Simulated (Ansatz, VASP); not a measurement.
## HfO2: VASP beside Ansatz

```
CELL_PARAMETERS angstrom
0.00000 2.59545 2.50759
2.59545 0.00000 2.50759
2.59545 2.59545 0.00000
ATOMIC_POSITIONS crystal
Hf 0.00000 0.00000 0.00000
O 0.25000 0.25000 0.25000
O 0.75000 0.75000 0.75000
```

Change from the starting cell: epitaxial_xy strain +2.6%.

Alike in both runs: task single point; functional r2SCAN; k mesh 8 × 8 × 8; no spin polarisation.

|  | VASP | Ansatz |
| --- | --- | --- |
| version | VASP 6.6.1 | Ansatz 0.2.0 |
| potentials or method | VASP PAW PBE potentials, release 64 (Hf_pv, O) | plane waves, PAW |
| plane-wave cutoff (eV) | 520 | 500 |
| occupations | gaussian, width 0.01 eV | fixed |
| valence electrons in the cell | 22 | 38 |

|  | VASP | Ansatz | Ansatz less VASP |
| --- | --- | --- | --- |
| gap on the k mesh at the Fermi level (eV) | 3.87 | 3.88 | +0.016 |
| pressure (GPa) | -14.2 | -10.6 | +3.55 |
| largest component of the traceless stress (GPa) | 10.82 | 10.66 | -0.166 |

The two sets of potentials don't hold the same shells in valence.

Caveats: the PAW data sets were made with another functional, which shifts forces and pressure a little (VASP); spin-orbit coupling is left out, which moves the levels of the heavy elements. A k mesh can miss the band edges.
